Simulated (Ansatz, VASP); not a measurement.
Al2Ru in VASP and in Ansatz

```
CELL_PARAMETERS angstrom
5.32556 0.00000 0.00000
0.00000 5.32556 0.00000
0.00000 0.00000 5.32556
ATOMIC_POSITIONS crystal
Al 0.25000 0.25000 0.25000
Al 0.25000 0.75000 0.75000
Al 0.75000 0.75000 0.25000
Al 0.75000 0.25000 0.75000
Ru 0.00000 0.00000 0.00000
Ru 0.50000 0.50000 0.50000
```

Alike in both runs: functional r2SCAN; k mesh 4 × 4 × 4; occupations gaussian, width 0.1 eV; no spin polarisation.

Ansatz relaxed the structure, and its values are those at the end. VASP's run is a single point on that final structure, the one shown.

|  | VASP | Ansatz |
| --- | --- | --- |
| version | VASP 6.6.1 | Ansatz 0.2.0 |
| potentials or method | VASP PAW PBE potentials, release 64 (Al, Ru_pv) | scalar-relativistic, plane waves, PAW |
| plane-wave cutoff (eV) | 520 | 500 |
| valence electrons in the cell | 40 | 44 |

```csv
,VASP,Ansatz,Ansatz less VASP
gap on the k mesh at the Fermi level (eV),none,none,-
pressure (GPa),0.1,0.1,-0.02
```

A gap of «none» marks a metal or a gap that the smearing closes. The two sets of potentials don't hold the same shells in valence.

Caveats: the PAW data sets were made with another functional, which shifts forces and pressure a little (VASP).
